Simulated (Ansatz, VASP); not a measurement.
## One calculation of ScAl3, two programs

```
CELL_PARAMETERS angstrom
4.67073 2.69665 0.95181
-4.67073 2.69665 0.95181
0.00000 -5.39329 0.95181
ATOMIC_POSITIONS crystal
Sc 0.50000 0.50000 0.50000
Al 0.00000 0.00000 0.50000
Al 0.00000 0.50000 0.00000
Al 0.50000 0.00000 0.00000
```

Alike in both runs: functional PBE; k mesh 6 × 6 × 6; occupations gaussian, width 0.1 eV; no spin polarisation.

Ansatz relaxed the structure, and its values are those at the end. VASP's run is a single point on that final structure, the one shown.

|  | VASP | Ansatz |
| --- | --- | --- |
| version | VASP 6.6.1 | Ansatz 0.2.0 |
| potentials or method | VASP PAW PBE potentials, release 64 (Sc_sv, Al) | scalar-relativistic, plane waves, PAW |
| plane-wave cutoff (eV) | 520 | 420 |
| valence electrons in the cell | 20 | 20 |

|  | VASP | Ansatz | Ansatz less VASP |
| --- | --- | --- | --- |
| gap on the k mesh at the Fermi level (eV) | none | none | - |
| pressure (GPa) | 0.1 | 0.1 | -0.04 |

A gap of «none» marks a metal or a gap that the smearing closes.

Caveats: the k mesh is coarse (spacing up to 0.39 Å⁻¹), so the values aren't converged.
